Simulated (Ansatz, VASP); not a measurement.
**Os: VASP beside Ansatz**

File INCAR:

```
SYSTEM = Os
ALGO = Normal
EDIFF = 1E-6
ENCUT = 520
GGA = PS
ISIF = 2
ISMEAR = -1
LASPH = .True.
LCHARG = .False.
LREAL = .False.
LWAVE = .False.
NBANDS = 10
NELM = 100
PREC = Accurate
SIGMA = 0.1
```

KPOINTS

```
k-points
0
Gamma
  16 16 16
  0 0 0
```

File POSCAR:

```
Os
1.0
   -1.5313543142      1.5313543142      1.5313543142
    1.5313543142     -1.5313543142      1.5313543142
    1.5313543142      1.5313543142     -1.5313543142
Os
1
Direct
    0.0000000000      0.0000000000      0.0000000000
```

Input for Ansatz:

```yaml
crystal:
  lattice:
    - [-1.5313543142, 1.5313543142, 1.5313543142]
    - [1.5313543142, -1.5313543142, 1.5313543142]
    - [1.5313543142, 1.5313543142, -1.5313543142]
  atoms:
    - { symbol: Os, position: [0.0, 0.0, 0.0] }
hamiltonian:
  xc: pbesol
  pseudopotentials:
    kind: paw
    azcp:
      Os: "pseudopotentials/Os.paw.azcp"
basis:
  ecutwfc: 420
  fft_grid_basis: typed
kpoints:
  mp_grid: { grid: [16, 16, 16], shift: [0, 0, 0] }
magnetization:
  spin_polarized: false
scf:
  occupations: { method: fermi_dirac, width: 0.1 }
  lower_state_search: "off"
output:
  stress: true
```

Alike in both runs: task single point; functional PBEsol; k mesh 16 × 16 × 16; occupations fermi-dirac, width 0.1 eV; no spin polarisation.

|  | VASP | Ansatz |
| --- | --- | --- |
| version | VASP 6.6.1 | Ansatz 0.2.0 |
| potentials or method | VASP PAW PBE potentials, release 64 (Os) | plane waves (420 eV) with PAW, scalar-relativistic |
| plane-wave cutoff (eV) | 520 | 420 |
| valence electrons in the cell | 8 | 16 |

Ansatz gave:

| Quantity | Value |
| --- | --- |
| pressure (GPa) | 0.1 |

Estimate VASP's values.

pressure (GPa): 0.7.

The two sets of potentials don't hold the same shells in valence. Ansatz warned: «pseudo_functional_mismatch».

Caveats: the PAW data sets were made with another functional, which shifts forces and pressure a little (VASP). The runs have no spin-orbit coupling, so splittings on Os are missing.
